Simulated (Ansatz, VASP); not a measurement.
# One calculation of Ge, two programs

```
Ge
1.0
     4.02322    0.00000    0.00000
    -2.01161    3.48421    0.00000
     0.00000    0.00000   10.91958
Ge
4
Direct
  0.66667 0.33333 0.41485
  0.33333 0.66667 0.91485
  0.00000 0.00000 0.47745
  0.00000 0.00000 0.97745
```

Change from the starting cell: volume scaled by 0.98.

Alike in both runs: task single point; functional LDA; k mesh 8 × 8 × 3; occupations fermi-dirac, width 0.05 eV; no spin polarisation.

|  | VASP | Ansatz |
| --- | --- | --- |
| version | VASP 6.6.1 | Ansatz 0.2.0 |
| potentials or method | VASP PAW LDA potentials, release 64 (Ge_d), cutoff 520 eV | all-electron LAPW, scalar-relativistic |

```tsv
	VASP	Ansatz	Ansatz less VASP
gap on the k mesh at the Fermi level (eV)	0.68	0.68	-0.003
least direct gap on the mesh (eV)	0.69	0.69	0.000
pressure (GPa)	-2.0	-2.0	0.00
largest component of the traceless stress (GPa)	0.99	1.03	+0.037
rms of the force components (eV/Å)	0.129	0.132	+0.0024
```

Atom by atom the forces differ by 0.002 eV/Å (rms over components). Ansatz ran all-electron here, so the differences hold the error of VASP's frozen core and of both bases.

Caveats: an odd mesh through Γ misses points on the zone boundary, where band edges often lie.
